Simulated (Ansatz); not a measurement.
## Mg$_{3}$Sb$_{2}$ (P-3m1) under several functionals

**The experiment to reproduce.**

From “Chemical bonding origin of the unexpected isotropic physical properties in thermoelectric Mg3Sb2 and related materials”, 2018, pmc:6226478, for a powder of Mg3Sb2 at 299 K: lattice constant a 4.56187 ± 0.00003 Å.

“Relating chemical bonding to physical properties: The origin of unexpected isotropic properties in layered materials”, 2018, arxiv:1807.00599 reports, for a powder of Mg3Sb2 at 299.45 K: lattice constant c 7.22944 ± 0.00006 Å.

Plane-wave DFT in Ansatz with scalar-relativistic PAW potentials. The same structure was relaxed (cell and atoms, symmetry kept) in separate runs at each level. No spin polarisation.

| level | cutoff (eV) | k mesh | V (Å³/atom) | a (Å) | c (Å) | gap (eV) | B0 (GPa) |
| --- | --- | --- | --- | --- | --- | --- | --- |
| LDA | 420 | 12×12×6 | 24.953 | 4.499 | 7.119 | 0.11 | – |
| PBEsol | 420 | 12×12×6 | 25.782 | 4.552 | 7.185 | 0.11 | – |
| r2SCAN | 500 | 6×6×4 | 26.182 | 4.569 | 7.240 | 0.60 | 46 |
| PBE | 420 | 12×12×6 | 26.589 | 4.594 | 7.274 | 0.11 | – |

Task: Where does PBE+D3(BJ) (420 eV, k mesh 12×12×6) fall?

Result: V (Å³/atom) 25.292, a (Å) 4.521, c (Å) 7.145, gap (eV) 0.14. Its volume is between those of LDA and PBEsol. The usual order of volumes, LDA < PBEsol < PBE, holds here (24.953, 25.782, 26.589 Å³/atom). As a rule LDA overbinds; PBEsol, built on the gradient expansion of slowly varying densities, lies between LDA and PBE; PBE's stronger gradient term for exchange weakens bonds. Adding D3 to PBE changes the volume by -4.9 %; the term is attractive, so it pulls cells in. In ionic crystals its C6 for cations, set by coordination number and not by charge, is often too large, so it can pull in too far. r2SCAN lies 1.5 % under PBE in volume. Each gap belongs to its own cell, so it mixes the functional's effect with that of the volume; gaps are the least found on the k mesh or on a band path.

For PBE: Measured lattice constant a of Mg3Sb2: 4.56187 Å (299 K; powder; “Chemical bonding origin of the unexpected isotropic physical properties in thermoelectric Mg3Sb2 and related materials”, 2018, pmc:6226478). This calculation gives 4.594 Å (+0.7 %). Measured lattice constant c of Mg3Sb2: 7.22944 Å (299.45 K; powder; “Relating chemical bonding to physical properties: The origin of unexpected isotropic properties in layered materials”, 2018, arxiv:1807.00599). This calculation gives 7.274 Å (+0.6 %). The calculations are for 0 K without zero-point motion.

Spin-orbit coupling is left out, which matters for the bands of heavy elements.